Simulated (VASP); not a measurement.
Runs of VASP 6.6.1 on Ni. It takes space group Im-3m (No. 229, cubic). The conventional cell has a = 2.755 Å, b = 2.755 Å, c = 2.755 Å, α = 90.00°, β = 90.00°, γ = 90.00°. Ni (site symmetry m-3m) has 8 Ni at 2.39 Å as nearest neighbours. This isn't the form of Ni at room conditions, which is fcc.

```csv
level,k mesh,cutoff (eV),smearing,gap on the mesh (eV),pressure (GPa),moment (μB)
r2SCAN,20 × 20 × 20,520,gaussian 0.1 eV,none,2.7,0.61
PBEsol,20 × 20 × 20,520,gaussian 0.5 eV,none,0.8,(b)
PBEsol,20 × 20 × 20,900,gaussian 0.1 eV,none,0.1,0.54
PBEsol,20 × 20 × 20,700,gaussian 0.1 eV,none,0.1,0.54
PBEsol,32 × 32 × 32,520,gaussian 0.1 eV,none,0.0,(a)
```

Alike in all rows: task single point; potentials or basis VASP PAW PBE potentials, release 64 (Ni); spin collinear, ferromagnetic start; cell as given.

Task: Estimate the missing entries.

Result: (a) 0.52; (b) 0.18.

Caveats: the PAW data sets were made with another functional, which shifts forces and pressure a little.

A gap of «none» marks a metal or a gap under the smearing width.
